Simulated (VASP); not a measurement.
**InP: single point with r2SCAN+D4**

**Experimental background.**

A printed reference work, data compilation reports, for a bulk crystal of InP at 1.6 K: band gap 1.4236 eV (direct).

InP:

```
CELL_PARAMETERS angstrom
0.00000 2.94380 2.94380
2.94380 0.00000 2.94380
2.94380 2.94380 0.00000
ATOMIC_POSITIONS crystal
In 0.00000 0.00000 0.00000
P 0.75000 0.75000 0.75000
```

```json
{
  "Program": "VASP 6.6.1",
  "Task": "single point",
  "Functional": "r2SCAN",
  "Dispersion": "D4",
  "Potentials or basis": "VASP PAW PBE potentials, release 64 (In_d, P)",
  "Cutoff": "520 eV",
  "k mesh": "8 × 8 × 8",
  "Occupations": "gaussian, width 0.05 eV",
  "Spin": "no spin polarisation"
}
```

- Pressure: -0.1 GPa
- Band gap on the k mesh: 1.09 eV, direct
- Dispersion energy per atom: -0.118 eV

Levels at points of the mesh, in eV from the valence-band top:
| k point | band 6 | band 7 | band 8 | band 9 | band 10 | band 11 | band 12 | band 13 |
| --- | --- | --- | --- | --- | --- | --- | --- | --- |
| (0.00, 0.00, 0.00) | -11.91 | 0.00 | 0.00 | 0.00 | 1.09 | 4.44 | 4.44 | 4.44 |
| (0.50, 0.00, 0.00) | -10.14 | -5.81 | -0.99 | -0.99 | 1.83 | 5.16 | 5.16 | 7.52 |
| (0.50, 0.50, 0.00) | -9.48 | -5.82 | -2.36 | -2.36 | 2.03 | 2.55 | 9.79 | 10.22 |

It took 99 s on 1 thread of Intel Xeon 8259CL, with other jobs on the host, peak memory 0.19 GiB.

A measured gap of InP is 1.4236 eV (direct; 1.6 K; a printed reference work, data compilation); the calculated 1.09 eV misses it by -0.33 eV. Spin-orbit coupling on In is left out. The value is that of r2SCAN+D4, without temperature or zero-point motion.

Caveat: the PAW data sets were made with another functional, which shifts forces and pressure a little; spin-orbit coupling is left out, which moves the levels of the heavy elements.
